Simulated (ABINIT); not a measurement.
Crystal: Pb.

```
Pb
1.0
     0.00000    2.47502    2.47502
     2.47502    0.00000    2.47502
     2.47502    2.47502    0.00000
Pb
1
Direct
  0.00000 0.00000 0.00000
```

Base run:

```yaml
Program: ABINIT 10.8.3 (patched build)
Functional: PBEsol
Potentials_or_basis: PseudoDojo NC SR PBEsol v0.4.1 standard
Cutoff: 653 eV
k_mesh: 7 × 7 × 7
Occupations: fermi-dirac, width 0.05 eV
Spin: no spin polarisation
```

Its results: pressure -0.7 GPa.

The run is repeated on the same cell with these changes: k mesh from 7 × 7 × 7 to 10 × 10 × 10, with 4 shifts; occupations from fermi-dirac, width 0.05 eV to gaussian, width 0.136 eV. What comes out?

Pressure -1.1 GPa.

Caveats: the cutoff is short for stress, so the pressure is rough.
